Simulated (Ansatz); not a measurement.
This script for Ansatz 0.2.0, Python API starts 4 runs on Si, space group Fmmm. What input does the engine get in each?

`smear_si.py`
```python
# -*- coding: utf-8 -*-
"""Smearing width test for Si."""

import ansatz as az

config = {
    "functional": "pbe",
    "mesh": (8, 8, 8),
}

crystal = (
    az.Lattice.from_parameters(5.351147, 5.237088, 3.59756, alpha=71.85518, beta=68.43755, gamma=39.70727)
    .atom("Si", [0.727394, 0.272606, 0.727394])
    .atom("Si", [0.272606, 0.727394, 0.272606])
    .atom("Si", [0.779769, 0.779769, 0.220231])
    .atom("Si", [0.220231, 0.220231, 0.779769])
)

job = crystal.calculation()
job = job.pseudopotentials("paw").functional(config["functional"])
job = job.kpoints(mesh=config["mesh"])
job = job.forces()
job = job.stress()

rows = []
for value in [0.5, 0.3, 0.2, 0.1]:
    rep = job.occupations("cold", width=value).run().report
    rows.append((value, rep["free_energy_ev"] / len(rep["lattice"]["sites"]), rep["n_iterations"], sum(rep["stress_gpa"][i][i] for i in range(3)) / 3, max(abs(f) for row in rep["forces_ev_ang"] for f in row), rep["n_kpoints"]))

print("  width (eV)   F/atom (eV)    iterations       P (GPa)  max component (eV/A)      k-points")
for row in rows:
    print(f"{str(row[0]):>12s}  {row[1]:12.5f}  {row[2]:12d}  {row[3]:12.3f}  {row[4]:20.4f}  {row[5]:12d}")

# the last row is the reference
for row in rows[:-1]:
    shift = 1000 * (row[1] - rows[-1][1])
    print(f"{row[0]}: {shift:+.2f} meV/atom" + ("  (within 1 meV)" if abs(shift) < 1 else ""))
```

Run 1:
```yaml
crystal:
  lattice:
    a: 5.351147
    b: 5.237088
    c: 3.59756
    alpha: 71.85518
    beta: 68.43755
    gamma: 39.70727
  atoms:
    - { symbol: Si, position: [0.727394, 0.272606, 0.727394] }
    - { symbol: Si, position: [0.272606, 0.727394, 0.272606] }
    - { symbol: Si, position: [0.779769, 0.779769, 0.220231] }
    - { symbol: Si, position: [0.220231, 0.220231, 0.779769] }
kpoints:
  mp_grid:
    grid: [8, 8, 8]
hamiltonian:
  xc: pbe
  pseudopotentials:
    kind: paw
scf:
  occupations:
    method: cold
    width: 0.5
output:
  forces: true
  stress: true
```

Run 2, against run 1:
```diff
-    width: 0.5
+    width: 0.3
```

Run 3, against run 1:
```diff
-    width: 0.5
+    width: 0.2
```

Run 4, against run 1:
```diff
-    width: 0.5
+    width: 0.1
```

Running `python smear_si.py` prints:
```text
DeckWarning: basis.ecutwfc = 420 eV, auto-derived from the records' recommended cutoffs: set by Si (normal level)
  width (eV)   F/atom (eV)    iterations       P (GPa)  max component (eV/A)      k-points
         0.5    -635.50497             5         3.209                0.1066            95
         0.3    -635.50538             5         3.336                0.1020            95
         0.2    -635.50514             5         3.379                0.1018            95
         0.1    -635.50506             5         3.391                0.1082            95
0.5: +0.10 meV/atom  (within 1 meV)
0.3: -0.32 meV/atom  (within 1 meV)
0.2: -0.07 meV/atom  (within 1 meV)
```
(Warnings from the package without file and line.)

Notes:
- For a metal this k-point mesh is coarse: on a finer one energies can move by several to tens of meV an atom and pressures by half a GPa or more, differences at one mesh by less.
- The narrowest width needs the finest mesh, so the last row is no converged reference.
- Pressure is positive in compression.
- This isn't the structure that Si takes at ambient conditions.
- Hardware and time: 16 s on 1 thread of Arm Neoverse V1, with other jobs on the host, peak memory 0.42 GiB.
